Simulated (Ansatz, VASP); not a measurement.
# GaSb: programs and potentials compared

The starting cell:

```xyz
2
Lattice="0.0000 3.0590 3.0590 3.0590 0.0000 3.0590 3.0590 3.0590 0.0000" Properties=species:S:1:pos:R:3 pbc="T T T"
Sb    4.5885    4.5885    4.5885
Ga    0.0000    0.0000    0.0000
```

Alike in all runs: task relaxation of cell and atoms; functional RPBE; k mesh 8 × 8 × 8; occupations fermi-dirac, width 0.05 eV; no spin polarisation; no spin-orbit coupling.

| program and potentials | plane-wave cutoff (eV) | notes | equilibrium volume (Å³/atom) |
| --- | --- | --- | --- |
| Ansatz, Ansatz PAW | 420 | potentials made for PBE, which Ansatz adapts in part; 14 valence electrons an atom on average | 31.04 |
| Ansatz, all-electron LAPW, scalar-relativistic | - | - | 31.03 |
| VASP, PBE PAW files Ga_d, Sb, 600 eV | 600 | potentials made for PBE; 9 valence electrons an atom on average | 31.02 |

The equilibrium volume spans 31.02 (VASP, PBE PAW files Ga_d, Sb, 600 eV) to 31.04 Å³/atom (Ansatz, Ansatz PAW), with all-electron results at 31.03. Some sets were made for another functional than the one run, which can shift their rows. Relaxations stop with a little pressure left, so the last digit of a volume isn't settled.

The functional is the same throughout but for its coding, so the spread measures potentials, basis and numerics; runs on potential files found faulty are left out.
